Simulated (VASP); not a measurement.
VASP input:

File KPOINTS:
```
Automatic mesh
0
Gamma
3 3 2
0 0 0
```

INCAR:
```
SYSTEM = CoPt
PREC = Accurate
ENCUT = 400
EDIFF = 1E-6
NELM = 100
ALGO = Normal
LREAL = .FALSE.
LASPH = .TRUE.
ISMEAR = 0
SIGMA = 0.001
GGA = PE
LMAXMIX = 6
ISPIN = 2
MAGMOM = 2.0 0.0
LORBIT = 10
LWAVE = .FALSE.
LCHARG = .FALSE.
ISIF = 2
```

### POSCAR
```
CoPt
1
    2.6900000000     0.0000000000     0.0000000000
    0.0000000000     2.6900000000     0.0000000000
    0.0000000000     0.0000000000     3.7000000000
Co Pt
1 1
Direct
  0.0000000000   0.0000000000   0.0000000000
  0.5000000000   0.5000000000   0.5000000000
```

POTCAR, in this order: Co Pt (PBE.64 set). Program: vasp_std.

Output of the run:

### standard output
```
 POSCAR found type information on POSCAR CoPt
 POSCAR found :  2 types and       2 ions
 Reading from existing POTCAR
 Reading from existing POTCAR
 LDA part: xc-table for (Slater+PW92), standard interpolation
 POSCAR, INCAR and KPOINTS ok, starting setup
 WAVECAR not read
 entering main loop
       N       E                     dE             d eps       ncg     rms          rms(c)
DAV:   1     0.797822590725E+02    0.79782E+02   -0.74778E+03   360   0.118E+03
DAV:   2    -0.120499129657E+02   -0.91832E+02   -0.84114E+02   360   0.251E+02
DAV:   3    -0.147777504211E+02   -0.27278E+01   -0.26805E+01   372   0.515E+01
DAV:   4    -0.148159118188E+02   -0.38161E-01   -0.38117E-01   396   0.532E+00
DAV:   5    -0.148170643374E+02   -0.11525E-02   -0.11525E-02   396   0.108E+00    0.175E+01
DAV:   6    -0.193847010394E+02   -0.45676E+01   -0.22472E+01   364   0.113E+02    0.302E+01
DAV:   7    -0.130346315145E+02    0.63501E+01   -0.11310E+01   404   0.857E+01    0.940E+00
DAV:   8    -0.132041281646E+02   -0.16950E+00   -0.59132E-01   398   0.118E+01    0.457E+00
DAV:   9    -0.130976769438E+02    0.10645E+00   -0.88791E-02   394   0.784E+00    0.189E+00
DAV:  10    -0.130926384153E+02    0.50385E-02   -0.25521E-02   476   0.319E+00    0.740E-01
DAV:  11    -0.130915631798E+02    0.10752E-02   -0.30432E-03   396   0.113E+00    0.309E-01
DAV:  12    -0.130916077838E+02   -0.44604E-04   -0.62926E-04   446   0.525E-01    0.156E-01
DAV:  13    -0.130915998560E+02    0.79278E-05   -0.18420E-04   404   0.147E-01    0.891E-02
DAV:  14    -0.130915947982E+02    0.50578E-05   -0.28514E-05   436   0.121E-01    0.474E-02
DAV:  15    -0.130915987622E+02   -0.39640E-05   -0.71011E-06   414   0.477E-02    0.191E-02
DAV:  16    -0.130915992462E+02   -0.48400E-06   -0.13673E-06   188   0.182E-02
   1 F= -.13091599E+02 E0= -.13091574E+02  d E =-.499338E-04  mag=     3.1111
```

**OUTCAR**
```
------------------------ aborting loop because EDIFF is reached ----------------------------------------
  FORCE on cell =-STRESS in cart. coord.  units (eV):
  Direction    XX          YY          ZZ          XY          YZ          ZX
  --------------------------------------------------------------------------------------
  Total        2.0810589      2.0810589     -0.3311710      0.0000000      0.0000000      0.0000000
  in kB      124.5342084    124.5342084    -19.8178552      0.0000000      0.0000000      0.0000000
  external PRESSURE =      76.4168539 kB  Pullay stress =       0.0000000 kB
  volume of cell :       26.77
      direct lattice vectors                 reciprocal lattice vectors
     2.690000000  0.000000000  0.000000000     0.371747212  0.000000000  0.000000000
     0.000000000  2.690000000  0.000000000     0.000000000  0.371747212  0.000000000
     0.000000000  0.000000000  3.700000000     0.000000000  0.000000000  0.270270270
 POSITION                                       TOTAL-FORCE (eV/Angst)
 -----------------------------------------------------------------------------------
      0.00000      0.00000      0.00000         0.000000      0.000000      0.000000
      1.34500      1.34500      1.85000         0.000000      0.000000      0.000000
 -----------------------------------------------------------------------------------
    total drift:                                0.000000     -0.000000     -0.000000
  FREE ENERGIE OF THE ION-ELECTRON SYSTEM (eV)
  ---------------------------------------------------
  free  energy   TOTEN  =       -13.0915992462 eV

  energy  without entropy=      -13.0915493125  energy(sigma->0) =      -13.09157428

 total charge

# of ion       s       p       d       tot
------------------------------------------
    1        0.432   0.479   7.085   7.996
    2        0.723   0.727   7.999   9.450
--------------------------------------------------
tot          1.156   1.206  15.084  17.446

 magnetization (x)

# of ion       s       p       d       tot
------------------------------------------
    1        0.009   0.010   2.260   2.278
    2       -0.012  -0.014   0.835   0.809
--------------------------------------------------
tot         -0.003  -0.004   3.095   3.088
```
(Selected blocks of OUTCAR.)

**Question.** Read input and log: which fault does this run have?
A) the lattice vectors carry noise near SYMPREC
B) SIGMA is far too large
C) POTCAR lists the elements in another order than POSCAR
D) a metal was run with a tiny SIGMA on a coarse mesh

**Answer.** D, a metal was run with a tiny SIGMA on a coarse mesh. The run ends without an error. Against the sound run, the energy per atom (σ→0) goes up by 0.109 eV/atom; the pressure increases by 6.29 GPa; the cell moment increases by 0.84 μB.

To mend it, set ISMEAR = 1, set SIGMA = 0.1, correct KPOINTS.
### KPOINTS
```
Automatic mesh
0
Gamma
10 10 8
0 0 0
```
The mended run (PBE GGA, plane waves, VASP's PBE PAW potentials (set 64)) converges, and its OSZICAR ends with
```
   1 F= -.13308403E+02 E0= -.13308657E+02  d E =0.764039E-03  mag=     2.2705
```

The compound is CoPt in the L1_0 structure. The cell was not relaxed at this level.
